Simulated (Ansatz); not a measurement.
Runs of Ansatz 0.2.0 on TiSi2. It takes space group P6/mmm (No. 191, hexagonal). The conventional cell has a = 4.375 Å, b = 4.375 Å, c = 2.561 Å, α = 90.00°, β = 90.00°, γ = 120.00°. Ti (site symmetry 6/mmm) is surrounded by 2 Ti at 2.56 Å and 12 Si at 2.83 Å. Si (site symmetry -6m2) has 5 Si at 2.53 to 2.56 Å and 6 Ti at 2.83 Å as nearest neighbours. The cell was built by a generator and needn't be a form met in nature.

```csv
task,level,potentials or basis,U,cell,cutoff (eV),points for each segment of the path,hubbard projectors,double counting,gap on the mesh (eV),pressure (GPa),V0 of scaled cells (Å³/atom),relaxed volume (Å³/atom),B0 (GPa)
relaxation of cell and atoms,PBE,Ansatz PAW,-,relaxed,420,-,-,-,none,0.0,-,14.14,-
relaxation of cell and atoms,PBE,Ansatz NC,-,relaxed,1155,-,-,-,none,0.0,-,14.14,-
relaxation of cell and atoms,PBE,Ansatz PAW earlier set,-,relaxed,740,-,-,-,none,0.0,-,14.14,-
band structure,PBEsol+U,Ansatz PAW,Ti d U = 1 eV,as given,420,14,ortho-atomic (the default),fll (the default),none,-3.2,-,-,-
projected density of states,LDA+U,Ansatz PAW,Ti d U = 1 eV,as given,420,-,ortho-atomic (the default),fll (the default),none,-6.3,-,-,-
projected density of states,LDA+U,Ansatz PAW,Ti d U = 5 eV,as given,420,-,ortho-atomic (the default),fll (the default),none,(b),-,-,-
band structure,PBE,Ansatz PAW,-,as given,420,14,-,-,none,-0.2,-,-,-
equation of state,PBE,Ansatz NC,-,as given,1155,-,-,-,-,-,14.13,-,133
equation of state,PBE,Ansatz PAW,-,as given,420,-,-,-,-,-,14.13,-,133
projected density of states,LDA,Ansatz PAW,-,as given,420,-,-,-,none,-7.1,-,-,-
projected density of states,LDA+U,Ansatz PAW,Ti d U = 2 eV,as given,420,-,ortho-atomic (the default),fll (the default),none,-5.4,-,-,-
relaxation of cell and atoms,BLYP,Ansatz PAW,-,relaxed,420,-,-,-,none,0.0,-,(a),-
```

Alike in all rows: no spin polarisation; k mesh 7 × 7 × 10; smearing fermi-dirac 0.05 eV.

Fill in the values left out.

(a) 14.99; (b) -1.1.

Caveats: the PAW data sets come from PBE, with cores solved anew for the run's functional, which leaves a small shift of forces and pressure (some runs); the plane-wave basis is chosen anew once the cell has moved, so the energies of steps on either side of that aren't comparable (some runs); U without spin polarisation on a metal has little footing (some runs); the U is typed as a test and isn't derived for this compound (some runs); the cell was scaled at fixed shape and fractional positions, which overstates the stiffness of a crystal with free parameters, most of all of layers and chains (some runs); the potentials were made for another functional, which shifts forces and pressure (some runs).

A k mesh can miss the band edges.

A gap of «none» marks a metal or a gap under the smearing width.

Not every run made on this cell is shown here.
